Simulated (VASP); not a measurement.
# Na (Fm-3m) in VASP: single point with r2SCAN

Aim: the single point of Na with r2SCAN.

Everything below comes from runs of VASP 6.6.1. Logs are shortened: lines on timing, memory, paths and dates and some standing lists are left out, and cuts for length are marked.

## 1. The crystal as given

Symmetry: Fm-3m, No. 225, cubic system. The conventional cell has a = 4.448 Å, b = 4.448 Å, c = 4.448 Å, α = 90.00°, β = 90.00°, γ = 90.00°. Na (site symmetry m-3m) has 12 Na at 3.15 Å as nearest neighbours.

The cell was built by a generator and needn't be a form met in nature.

## 2. Single point, r2SCAN

POSCAR

```
Na
1.0
    0.0000000000      2.2239760000      2.2239760000
    2.2239760000      0.0000000000      2.2239760000
    2.2239760000      2.2239760000      0.0000000000
Na
1
Direct
    0.0000000000      0.0000000000      0.0000000000
```

INCAR.step1

```
PREC = Accurate
ENCUT = 520
ISMEAR = -5
SIGMA = 0.0382
LREAL = False
LASPH = True
NELM = 80
NBANDS = 10
GGA = PE
ALGO = Normal
EDIFF = 1E-4
LWAVE = True
LCHARG = False
```

INCAR.step2

```
PREC = Accurate
ENCUT = 520
EDIFF = 1E-7
ISMEAR = -1
SIGMA = 0.0382
LREAL = False
LASPH = True
NELM = 80
ALGO = Normal
ISIF = 2
LWAVE = False
LCHARG = False
METAGGA = R2SCAN
LMIXTAU = True
LORBIT = 11
NBANDS = 10
ISTART = 1
```

KPOINTS

```
Automatic mesh
0
Gamma
  13 13 13
```

Potentials or basis: VASP PAW PBE potentials, release 64 (Na_pv).

Run with:

```
> cat potpaw_PBE.64/Na_pv/POTCAR > POTCAR
> cp INCAR.step1 INCAR
> mpirun -np 1 vasp_std > vasp.out
> cp INCAR.step2 INCAR
> mpirun -np 1 vasp_std > vasp.out
```

OUTCAR:

```text
PREC = Accurate
   ENCUT = 520
   EDIFF = 1E-7
   ISMEAR = -1
   LREAL = False
   LASPH = True
   NELM = 80
   ISIF = 2
   METAGGA = R2SCAN
   LORBIT = 11
   ISTART = 1

 ion  position               nearest neighbor table
   1  0.000  0.000  0.000-

  LATTYP: Found a face centered cubic cell.
 ALAT       =     4.4479520000

  Lattice vectors:

 A1 = (   0.0000000000,   2.2239760000,   2.2239760000)
 A2 = (   2.2239760000,   0.0000000000,   2.2239760000)
 A3 = (   2.2239760000,   2.2239760000,   0.0000000000)

Analysis of symmetry for initial positions (statically):
=====================================================================
 Subroutine PRICEL returns:
 Original cell was already a primitive cell.

 Routine SETGRP: Setting up the symmetry group for a
 face centered cubic supercell.

 Subroutine GETGRP returns: Found 48 space group operations
 (whereof 48 operations were pure point group operations)
 out of a pool of 48 trial point group operations.

The static configuration has the point symmetry O_h .

Analysis of symmetry for dynamics (positions and initial velocities):
=====================================================================
 Subroutine PRICEL returns:
 Original cell was already a primitive cell.

 Routine SETGRP: Setting up the symmetry group for a
 face centered cubic supercell.

 Subroutine GETGRP returns: Found 48 space group operations
 (whereof 48 operations were pure point group operations)
 out of a pool of 48 trial point group operations.

The dynamic configuration has the point symmetry O_h .

 Subroutine INISYM returns: Found 48 space group operations
 (whereof 48 operations are pure point group operations),
 and found     1 'primitive' translations

----------------------------------------------------------------------------------------

                                     Primitive cell

  volume of cell :      21.9999

  direct lattice vectors                    reciprocal lattice vectors
     0.000000000  2.223976000  2.223976000    -0.224822570  0.224822570  0.224822570
     2.223976000  0.000000000  2.223976000     0.224822570 -0.224822570  0.224822570
     2.223976000  2.223976000  0.000000000     0.224822570  0.224822570 -0.224822570

  length of vectors
     3.145177022  3.145177022  3.145177022     0.389404114  0.389404114  0.389404114

  position of ions in fractional coordinates (direct lattice)
     0.000000000  0.000000000  0.000000000

  ion indices of the primitive-cell ions
   primitive index   ion index
                 1           1

----------------------------------------------------------------------------------------

 KPOINTS: Automatic mesh

Automatic generation of k-mesh.
 Grid dimensions read from file:
 generate k-points for:   13   13   13

 Generating k-lattice:

  Cartesian coordinates                     Fractional coordinates (reciprocal lattice)
    -0.017294044  0.017294044  0.017294044     0.076923077  0.000000000  0.000000000
     0.017294044 -0.017294044  0.017294044     0.000000000  0.076923077  0.000000000
     0.017294044  0.017294044 -0.017294044     0.000000000  0.000000000  0.076923077

  Length of vectors
     0.029954163  0.029954163  0.029954163

  Shift w.r.t. Gamma in fractional coordinates (k-lattice)
     0.000000000  0.000000000  0.000000000

 Subroutine IBZKPT returns following result:
 ===========================================

 Found     84 irreducible k-points:

 Following reciprocal coordinates:
            Coordinates               Weight
  0.000000  0.000000  0.000000      1.000000
  0.076923  0.000000  0.000000      8.000000
  0.153846  0.000000  0.000000      8.000000
  0.230769  0.000000  0.000000      8.000000
  0.307692  0.000000  0.000000      8.000000
  0.384615  0.000000  0.000000      8.000000
[... 16 lines left out ...]
  0.384615  0.153846  0.000000     24.000000
  0.461538  0.153846  0.000000     24.000000
 [... further k-points ...]
   k-points           NKPTS =     84   k-points in BZ     NKDIM =     84   number of bands    NBANDS=     10
   number of dos      NEDOS =    301   number of ions     NIONS =      1
   total plane-waves  NPLWV =  13824
   dimension x,y,z NGX =    24 NGY =   24 NGZ =   24
   dimension x,y,z NGXF=    48 NGYF=   48 NGZF=   48
   ions per type =               1
   NGX,Y,Z   is equivalent  to a cutoff of  12.69, 12.69, 12.69 a.u.
   NGXF,Y,Z  is equivalent  to a cutoff of  25.37, 25.37, 25.37 a.u.
 SYSTEM =  unknown system
   PREC   = accura    normal or accurate (medium, high low for compatibility)
   ISTART =      1    job   : 0-new  1-cont  2-samecut
   ICHARG =      0    charge: 1-file 2-atom 10-const
   ISPIN  =      1    spin polarized calculation?
   LNONCOLLINEAR =      F non collinear calculations
   LSORBIT =      F    spin-orbit coupling
   LASPH  =      T    aspherical Exc in radial PAW
   ENCUT  =  520.0 eV  38.22 Ry    6.18 a.u.   5.85  5.85  5.85*2*pi/ulx,y,z
   NELM   =     80;   NELMIN=  2; NELMDL=  0     # of ELM steps
   EDIFF  = 0.1E-06   stopping-criterion for ELM
   LREAL  =      F    real-space projection
   EDIFFG = 0.1E-05   stopping-criterion for IOM
   NSW    =      0    number of steps for IOM
   IBRION =     -1    ionic relax: 0-MD 1-quasi-New 2-CG
   NFREE  =      0    steps in history (QN), initial steepest desc. (CG)
   ISIF   =      2    stress and relaxation
   ISYM   =      2    0-nonsym 1-usesym 2-fastsym
   POTIM  = 0.5000    time-step for ionic-motion
   TEBEG  =    0.0;   TEEND  =   0.0 temperature during run
   PSTRESS=    0.0 pullay stress
   NELECT =       7.0000    total number of electrons
   NUPDOWN=      -1.0000    fix difference up-down
   EMIN   =  10.00;   EMAX   =-10.00  energy-range for DOS
   EFERMI =   0.00;   METHOD = LEGACY
   ISMEAR =    -1;   SIGMA  =   0.04  broadening in eV -4-tet -1-fermi 0-gaus
   EFERMI_NEDOS =   21; number of points for ismear=-14 and -15
   IALGO  =     38    algorithm
   IMIX   =      4    mixing-type and parameters
     AMIX     =   0.40;   BMIX     =  1.00
     AMIX_MAG =   1.60;   BMIX_MAG =  1.00
  volume/ion in A,a.u.               =      22.00       148.46
  Fermi-wavevector in a.u.,A,eV,Ry     =   1.117637  2.112028 16.995205  1.249112
  Thomas-Fermi vector in A             =   2.254261
   LORBIT       =     11    0 simple, 1 ext, 2 COOP (PROOUT), +10 PAW based schemes
   METAGGA = R2SCAN    functional components
   LHFCALC =     F    Hartree Fock is set to
   AEXX    =    0.0000 exact exchange contribution
   IVDW    =     0    specifies the selected vdW correction
   LEPSILON=     F    determine dielectric tensor
   LRPA    =     F    only Hartree local field effects (RPA)
 non-spin polarized calculation
  energy-cutoff  :      520.00
  volume of cell :       22.00
 maximum number of plane-waves:       609
   NGX = 11   NGY = 11   NGZ = 11

 number of electron       7.0000010 magnetization

 Free energy of the ion-electron system (eV)
  ---------------------------------------------------
  ext. energy  EPLUGINS =         0.00000000
  ---------------------------------------------------
  free energy    TOTEN  =        -3.20040518 eV

  energy without entropy =       -3.19817899  energy(sigma->0) =       -3.19929208

 E-fermi :   2.4179     XC(G=0):  -8.6245

 val. band max:        2.2760986819   @ k =   0.3846   0.3846   0.0000
 cond. band min:       2.4231657890   @ k =  -0.3077   0.2308   0.0769
 fundamental gap:      0.1470671071
 Fermi energy:         2.4178671535

 k-point     1 :       0.0000    0.0000    0.0000
  band No.  band energies     occupation
      1     -23.4478      2.00000
      2     -23.4473      2.00000
      3     -23.4473      2.00000
      4      -2.4252      2.00000
      5      17.6578      0.00000
      6      17.6578      0.00000
      7      17.6579      0.00000
      8      19.4001      0.00000
      9      21.7983      0.00000
     10      21.7984      0.00000

 k-point     2 :       0.0769    0.0000    0.0000
  band No.  band energies     occupation
      1     -23.4592      2.00000
      2     -23.4491      2.00000
      3     -23.4487      2.00000
      4      -2.2737      2.00000
      5      15.8354      0.00000
      6      17.5577      0.00000
      7      17.5577      0.00000
      8      20.1863      0.00000
      9      21.7799      0.00000
     10      21.7801      0.00000

 k-point     3 :       0.1538    0.0000    0.0000
  band No.  band energies     occupation
      1     -23.4917      2.00000
      2     -23.4529      2.00000
      3     -23.4525      2.00000
      4      -1.8239      2.00000
      5      13.3103      0.00000
      6      17.2991      0.00000
      7      17.2993      0.00000
      8      19.6124      0.00000
      9      21.5436      0.00000
     10      21.5440      0.00000

 k-point     4 :       0.2308    0.0000    0.0000
  band No.  band energies     occupation
      1     -23.5369      2.00000
      2     -23.4582      2.00000
      3     -23.4578      2.00000
      4      -1.0885      2.00000
      5      10.8453      0.00000
      6      16.9662      0.00000
      7      16.9666      0.00000
      8      18.9187      0.00000
      9      21.0723      0.00000
     10      21.0731      0.00000

 k-point     5 :       0.3077    0.0000    0.0000
  band No.  band energies     occupation
      1     -23.5843      2.00000
      2     -23.4639      2.00000
      3     -23.4635      2.00000
      4      -0.0868      2.00000
      5       8.5389      0.00000
      6      16.6376      0.00000
      7      16.6382      0.00000
      8      18.4415      0.00000
      9      20.6158      0.00000
     10      20.6169      0.00000

 k-point     6 :       0.3846    0.0000    0.0000
  band No.  band energies     occupation
      1     -23.6231      2.00000
      2     -23.4686      2.00000
      3     -23.4682      2.00000
      4       1.1534      2.00000
      5       6.4323      0.00000
      6      16.3778      0.00000
      7      16.3786      0.00000
      8      18.1822      0.00000
      9      20.2963      0.00000
     10      20.2976      0.00000
[... 183 lines left out ...]
 k-point    21 :       0.2308    0.1538    0.0000
  band No.  band energies     occupation
      1     -23.5198      2.00000
      2     -23.4690      2.00000
      3     -23.4674      2.00000
      4      -1.0887      2.00000
      5      12.5717      0.00000
      6      15.1087      0.00000
      7      15.4582      0.00000
      8      16.7468      0.00000
      9      21.9080      0.00000
     10      24.4290      0.00000

 k-point    22 :       0.3077    0.1538    0.0000
  band No.  band energies     occupation
      1     -23.5582      2.00000
      2     -23.4755      2.00000
      3     -23.4743      2.00000
      4      -0.2755      2.00000
      5      10.3546      0.00000
      6      14.1502      0.00000
      7      15.1565      0.00000
      8      17.0810      0.00000
      9      22.1683      0.00000
     10      23.9681      0.00000

 k-point    23 :       0.3846    0.1538    0.0000
  band No.  band energies     occupation
      1     -23.5947      2.00000
      2     -23.4834      2.00000
      3     -23.4799      2.00000
      4       0.7926      2.00000
      5       8.1893      0.00000
      6      13.3844      0.00000
      7      15.0250      0.00000
      8      17.2052      0.00000
      9      22.9528      0.00000
     10      23.1626      0.00000

 k-point    24 :       0.4615    0.1538    0.0000
  band No.  band energies     occupation
      1     -23.6211      2.00000
      2     -23.4926      2.00000
      3     -23.4814      2.00000
      4       2.0793      1.99972
      5       6.2081      0.00000
      6      12.7863      0.00000
      7      15.0753      0.00000
      8      17.3284      0.00000
      9      22.4560      0.00000
     10      22.9096      0.00000

 [... further k-points ...]

------------------------ aborting loop because EDIFF is reached ----------------------------------------

  FORCE on cell =-STRESS in cart. coord.  units (eV):
  Direction    XX          YY          ZZ          XY          YZ          ZX
  --------------------------------------------------------------------------------------
  -------------------------------------------------------------------------------------
  Total        1.5332404      1.5332404      1.5332404     -0.0000000     -0.0000000      0.0000000
  in kB      111.6607538    111.6607538    111.6607538     -0.0000000     -0.0000000      0.0000000
  external PRESSURE =     111.6607538 kB  Pullay stress =       0.0000000 kB

 VOLUME and BASIS-vectors are now :
 -----------------------------------------------------------------------------
  energy-cutoff  :      520.00
  volume of cell :       22.00
      direct lattice vectors                 reciprocal lattice vectors
     0.000000000  2.223976000  2.223976000    -0.224822570  0.224822570  0.224822570
     2.223976000  0.000000000  2.223976000     0.224822570 -0.224822570  0.224822570
     2.223976000  2.223976000  0.000000000     0.224822570  0.224822570 -0.224822570

 POSITION                                       TOTAL-FORCE (eV/Angst)
 -----------------------------------------------------------------------------------
      0.00000      0.00000      0.00000         0.000000      0.000000      0.000000
 -----------------------------------------------------------------------------------
    total drift:                                0.000000      0.000000     -0.000000

  FREE ENERGIE OF THE ION-ELECTRON SYSTEM (eV)
  ---------------------------------------------------
  free  energy   TOTEN  =        -3.2004051799 eV

  energy  without entropy=       -3.1981789868  energy(sigma->0) =       -3.19929208

 total charge

# of ion       s       p       d       tot
------------------------------------------
    1        0.140   5.995   0.000   6.135
```

Run time: 48 s. Hardware: 1 thread of Intel Xeon Platinum 8488C (Sapphire Rapids), shared host; peak memory 0.14 GiB.

What came out:

| Item | Value |
| --- | --- |
| Free energy | -3.2004 eV |
| Pressure | 11.2 GPa |
| Band gap on the k mesh | none (metal or under the smearing width) |
| Valence electrons inside the program's atomic spheres | Na 6.13 |

Caveat: the PAW data sets were made with another functional, which shifts forces and pressure a little.
